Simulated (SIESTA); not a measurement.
Crystal: Ga.

```
Ga
1.0
     2.71648    0.00000    0.00000
     0.00000    2.71648    0.00000
     0.00000    0.00000    2.71648
Ga
1
Direct
  0.00000 0.00000 0.00000
```

The cell was built by a generator and needn't be a form met in nature.

- Program: SIESTA 5.4.2
- Task: single point
- Functional: PBE
- Potentials or basis: PseudoDojo 0.4 standard (PBE files)
- Basis: DZP (energy shift 0.003 Ry; two zetas on semicore shells)
- Grid cutoff: 800 Ry
- Energy shift: 0.003 Ry
- k mesh: 10 × 10 × 10
- Occupations: fermi-dirac, width 0.05 eV
- Spin: no spin polarisation

On this cell: pressure -0.7 GPa; band gap on the k mesh none (metal or under the smearing width).

The same run follows on a disturbed copy (cell strained at random at fixed volume):

```xyz
1
Lattice="2.6806 -0.0264 0.0481 -0.0264 2.7442 0.0268 0.0481 0.0268 2.7264" Properties=species:S:1:pos:R:3 pbc="T T T"
Ga   -0.0140    0.0288   -0.0016
```

What changes?

The energy (extrapolated to zero smearing) moves by -5.8 meV/atom; pressure -0.7 GPa; band gap on the k mesh none (metal or under the smearing width).

Stress tensor (GPa, compression positive):
```
 0.77 -0.64  1.01
-0.64 -1.59  0.61
 1.01  0.61 -1.37
```

The energy falls, though the first cell shows no forces: that form is unstable against this distortion, unless noise or another electronic state is at work.

Caveats: the basis of atomic orbitals isn't converged, which shifts pressures, moduli and gaps.
